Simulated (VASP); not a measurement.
Runs of VASP 6.6.1 on BeSe. It takes space group F-43m (No. 216, cubic). Conventional cell: a = 5.162 Å, b = 5.162 Å, c = 5.162 Å, α = 90.00°, β = 90.00°, γ = 90.00°. Be (site symmetry -43m) has 4 Se at 2.24 Å as nearest neighbours. Around Se (site symmetry -43m) lie 4 Be at 2.24 Å. The cell was built by a generator and needn't be a form met in nature.

| level | k mesh | exchange at q = 0 | grid for exact exchange (PRECFOCK) | share of exact exchange | screening parameter | mesh quality | gap on the mesh (eV) | pressure (GPa) |
| --- | --- | --- | --- | --- | --- | --- | --- | --- |
| r2SCAN | 6 × 6 × 6 | - | - | - | - | not flagged | (b) | 0.3 |
| PBE-based screened hybrid | 4 × 4 × 4 | truncated | Normal | 0.4 | 0.5 | coarse | 3.31 | -0.5 |
| HSE06 | 4 × 4 × 4 | truncated | Normal | - | 0.2079 1/A | coarse | 3.51 | (c) |
| PBE-based screened hybrid | 4 × 4 × 4 | truncated | Normal | 0.5 | 0.3 | coarse | (a) | -1.7 |

Alike in all rows: task single point; potentials or basis VASP PAW PBE potentials, release 64 (Be, Se); no spin polarisation; cell as given; cutoff (eV) 520; smearing gaussian 0.01 eV.

Task: Fill in the values left out.

Result: (a) 4.03; (b) 3.12; (c) -0.4.

Caveats: some runs use coarse meshes; the PAW data sets were made with another functional, which shifts forces and pressure a little.

A k mesh can miss the band edges, and the runs leave out spin-orbit coupling on Se.
